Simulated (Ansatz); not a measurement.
**Structure relaxation of I**

Computed with Ansatz 0.2.0, DFT PBE, scalar-relativistic, plane waves, PAW. Cutoff 420 eV, Γ-centred k mesh, Gaussian smearing, no spin polarisation in the final step.

I was placed on the sites of a reported O cell (P6_3/mmc, No. 194), at a guessed volume.

```xyz
4
Lattice="4.4773 0.0000 0.0000 -2.2386 3.8774 0.0000 0.0000 0.0000 11.4947" Properties=species:S:1:pos:R:3 pbc="T T T"
I     0.0000    2.5849    1.8506
I     2.2386    1.2925    7.5980
I     0.0000    2.5849    3.8967
I     2.2386    1.2925    9.6441
```

Cell and atoms relax at zero pressure; the relaxation can't lower the symmetry of the start. After a coarse first stage the cell is made exact in the group found at 0.06 Å.

Energies count from the standard state of I at the same level.

Problem. Which crystal results?

Solution. It keeps P6_3/mmc (No. 194). Conventional cell: a = 4.823 Å, c = 10.800 Å. I has 1 I at 2.73 Å.

```
I
1.0
     4.82297    0.00000    0.00000
    -2.41148    4.17681    0.00000
     0.00000    0.00000   10.79997
I
4
Direct
  0.33333 0.66667 0.12350
  0.66667 0.33333 0.62350
  0.33333 0.66667 0.37650
  0.66667 0.33333 0.87650
```

Problem. What are its volume, energy, density and gap?

Solution. The volume per atom is 54.39 Å³ and the density is 3.87 g/cm³. The energy over the standard structure is 0.098 eV/atom. The gap on the 9×9×4 mesh is 0.28 eV.

The final run used a 9×9×4 mesh on its 4-atom cell and 0.01 eV smearing. Spin–orbit coupling is left out. A structure relaxed within its symmetry needn't be a true minimum.